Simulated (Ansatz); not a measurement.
# Al3Cu: the cost of one run

Method: DFT PBE, scalar-relativistic, plane waves, PAW, in Ansatz 0.2.0.

## (1) The structure to begin with

The structure is orthorhombic, space group Cmmm (No. 65). The conventional cell has a = 5.525 Å, b = 7.814 Å, c = 2.763 Å, α = 90.00°, β = 90.00°, γ = 90.00°. Al (site symmetry 2/m) has 8 Al at 2.76 Å and 4 Cu at 2.76 Å as nearest neighbours. Al (site symmetry mmm) is surrounded by 10 Al at 2.76 Å and 2 Cu at 2.76 Å. Cu (site symmetry mmm) has 2 Cu at 2.76 Å and 10 Al at 2.76 Å as nearest neighbours.

Structure file:

```
CELL_PARAMETERS angstrom
2.76264 -3.90696 0.00000
2.76264 3.90696 0.00000
0.00000 0.00000 2.76264
ATOMIC_POSITIONS crystal
Al 0.00000 0.50000 0.00000
Al 0.50000 0.00000 0.00000
Al 0.50000 0.50000 0.50000
Cu 0.00000 0.00000 0.50000
```

The start is an ordering of an alloy on its end members' structure types: elements ordered on the sites of the Cr type, Cu/Al on Cr (Cmmm, No. 65).

## (2) The guess as it stands, on a coarse mesh

The input, input.yaml:

```yaml
crystal:
  lattice:
    - [2.76263579, -3.90695701, 0.0]
    - [2.76263579, 3.90695701, 0.0]
    - [0.0, 0.0, 2.76263579]
  atoms:
    - { symbol: Al, position: [0.0, 0.5, 0.0] }
    - { symbol: Al, position: [0.5, 0.0, 0.0] }
    - { symbol: Al, position: [0.5, 0.5, 0.5] }
    - { symbol: Cu, position: [0.0, 0.0, 0.5] }
basis:
  ecutwfc: 420
kpoints:
  mp_grid: { grid: [4, 4, 6] }
hamiltonian:
  xc: pbe
scf:
  occupations: { method: gaussian, width: 0.1 }
  lower_state_search: "off"
output:
  forces: true
  stress: true
  eigenvalues: true
```

Launch:

```bash
> ansatz run input.yaml --threads 1 --pin off --max-ram 2560MiB --backend cpu --events-out ev --progress --plain --runs-dir out
```

**Question.** How long does this run take on 1 thread of Intel Xeon Platinum 8488C (Sapphire Rapids), shared host, and how much memory does it need?

About 1.2 s, with a peak of 0.39 GiB.
